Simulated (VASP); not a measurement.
Wanted: the native input for a VASP 6.6.1 run.

```
Task                   : relaxation of cell and atoms
Functional             : PBE
Dispersion             : D3(BJ)
Potentials or basis    : VASP PAW PBE potentials, release 64 (C)
Cutoff                 : 600 eV
k mesh                 : 15 × 15 × 1
Occupations            : gaussian, width 0.03 eV
Spin                   : no spin polarisation
Further INCAR settings : ALGO = Normal; EDIFF = 1e-06; IBRION = 2; EDIFFG = -0.01; NSW = 90; ISIF = 3
```

The structure of C lies in POSCAR:

```
C
1.0
    2.4672912600      0.0000000000      0.0000000000
   -1.2336456300      2.1367369100      0.0000000000
    0.0000000000      0.0000000000     18.0000000000
C
2
Direct
    0.0000000000      0.0000000000      0.5000000000
    0.6666666700      0.3333333400      0.5000000000
```

The slab is cut from a database's or a generator's crystal, which needn't be the stable form of the element.

The input as run:

INCAR

```
SYSTEM = C
PREC     = Accurate       ! precision mode
ENCUT    = 600            ! plane-wave cutoff, eV
EDIFF    = 1E-6           ! SCF threshold, eV
ISMEAR   = 0              ! smearing method
SIGMA    = 0.03           ! smearing width, eV
LREAL    = .False.        ! projectors in reciprocal space
LASPH    = .True.         ! aspherical terms in the spheres
NELM     = 80             ! most SCF steps
ALGO     = Normal         ! electronic algorithm
ISIF     = 3              ! what is computed and relaxed
LWAVE    = .False.        ! write WAVECAR
LCHARG   = .False.        ! write CHGCAR
GGA      = PE             ! functional
IVDW     = 12             ! dispersion correction
IBRION   = 2              ! ionic algorithm
NSW      = 90             ! ionic steps
EDIFFG   = -0.01          ! ionic threshold
LATTICE_CONSTRAINTS= .TRUE. .TRUE. .FALSE.
KPAR     = 2
```

KPOINTS

```
regular mesh
0
Gamma
  15 15 1
  0 0 0
```

Potentials or basis: VASP PAW PBE potentials, release 64 (C).

The run is started by

```console
$ cat potpaw_PBE.64/C/POTCAR > POTCAR
$ mpirun -np 2 vasp_std > vasp.out
```

It gave:

```
Relaxed volume                         : 47.40 Å³/atom
Relaxed cell                           : a = 2.466 Å, b = 2.466 Å, c = 18.000 Å, α = 90.00°, β = 90.00°, γ = 120.00°
Space group after relaxing (to 0.05 Å) : P6/mmm (No. 191)
Energy gained by relaxing              : 0.0 meV/atom
Ionic steps                            : 3
Band gap on the k mesh                 : none (metal or under the smearing width)
Dispersion energy per atom             : -0.089 eV
```

Run time: 25 s on 2 MPI ranks on AMD EPYC 7R13 Processor (Zen 3), on a shared host, peak memory 0.2 GiB a rank.
